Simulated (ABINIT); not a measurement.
PbO2:

```
Pb O
1.0
     0.00000    2.70199    2.70199
     2.70199    0.00000    2.70199
     2.70199    2.70199    0.00000
Pb O
1 2
Direct
  0.00000 0.00000 0.00000
  0.75000 0.75000 0.75000
  0.25000 0.25000 0.25000
```

The cell comes from a database or a generator and needn't be the stable form of this composition.

* Program: ABINIT 10.8.3 (patched build)
* Task: relaxation of cell and atoms
* Functional: LDA
* Potentials or basis: PseudoDojo NC SR LDA v0.4.1 standard
* Cutoff: 1143 eV
* k mesh: 7 × 7 × 7
* Occupations: fermi-dirac, width 0.05 eV
* Spin: no spin polarisation

At the start: pressure -9.6 GPa; volume 13.15 Å³/atom.

Task: How do energy, volume and symmetry change on relaxing?

Result: Over 5 steps the energy falls by 28.3 meV/atom and the volume is 12.27 Å³/atom (-6.7 %); space group Fm-3m (No. 225, to 0.05 Å).

The path:
| step | energy change (eV) | largest force (eV/Å) | pressure (GPa) | volume (Å³) |
| --- | --- | --- | --- | --- |
| 1 | 0.0000 | 0.0000 | -9.58 | 39.45 |
| 2 | -0.0559 | 0.0000 | -5.96 | 38.31 |
| 3 | -0.0841 | 0.0000 | 1.02 | 36.60 |
| 4 | -0.0848 | 0.0000 | -0.08 | 36.84 |
| 5 | -0.0848 | 0.0000 | 0.00 | 36.82 |

Final structure:
```xyz
3
Lattice="0.0000 2.6405 2.6405 2.6405 0.0000 2.6405 2.6405 2.6405 0.0000" Properties=species:S:1:pos:R:3 pbc="T T T"
Pb    0.0000    0.0000    0.0000
O     3.9608    3.9608    3.9608
O     1.3203    1.3203    1.3203
```
